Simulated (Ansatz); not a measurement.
MgF₂:
```
CELL_PARAMETERS angstrom
      4.62595     0.00000     0.00000
      0.00000     4.62595     0.00000
      0.00000     0.00000     3.04928
ATOMIC_POSITIONS crystal
  Mg 0.50000 0.50000 0.50000
  Mg 0.00000 0.00000 0.00000
  F  0.69707 0.69707 0.00000
  F  0.30293 0.30293 0.00000
  F  0.80293 0.19707 0.50000
  F  0.19707 0.80293 0.50000
```

x, y and z are the axes in which the lattice vectors are written.

Task: Give the high-frequency dielectric tensor and the Born effective charge tensors of the independent atoms from DFPT, r²SCAN (plane waves, PAW; program Ansatz).

Result: 
ε∞:
```
1.94  0.00  0.00
0.00  1.94  0.00
0.00  0.00  1.97
```
Z* of atom 1 (Mg), rows: field, columns: displacement, in e:
```
 1.98  -0.04   0.00
-0.04   1.98   0.00
 0.00   0.00   2.07
```
Z* of atom 3 (F), rows: field, columns: displacement, in e:
```
-0.99  -0.20   0.00
-0.20  -0.99   0.00
 0.00   0.00  -1.03
```

Static charges for comparison (Bader): Mg1 +1.80, F3 -0.90 e. Born charges measure polarisation by displacement and can exceed these by far.

Space group P4_2/mnm (rutile). Symmetry was held in the r²SCAN relaxation.

Potentials: the earlier of the program's two PAW sets. The files were generated under PBE; for other functionals the program regenerates the frozen cores, and for LDA and PBEsol the local potential too.
